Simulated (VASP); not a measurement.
Crystal: SrO.

```
Sr O
1.0
     0.00000    2.56630    2.56630
     2.56630    0.00000    2.56630
     2.56630    2.56630    0.00000
Sr O
1 1
Direct
  0.50000 0.50000 0.50000
  0.00000 0.00000 0.00000
```

Base run:

| Property | Result |
| --- | --- |
| Program | VASP 6.6.1 |
| Functional | AM05 |
| Potentials or basis | VASP PAW PBE potentials, release 64 (Sr_sv, O) |
| Cutoff | 520 eV |
| k mesh | 9 × 9 × 9 |
| Occupations | fermi-dirac, width 0.05 eV |
| Spin | no spin polarisation |

Its results: band gap on the k mesh 3.28 eV, indirect (least direct gap 3.37 eV); pressure 1.0 GPa.

The run is repeated on the same cell with these changes: functional from AM05 to revPBE. What comes out?

Band gap on the k mesh 3.41 eV, indirect (least direct gap 3.50 eV); pressure 6.2 GPa.

revPBE binds less tightly than AM05, so the same cell stands under more pressure.

Caveats: the PAW data sets were made with another functional, which shifts forces and pressure a little.

A k mesh can miss the band edges.

Not every run made on this cell is shown here.
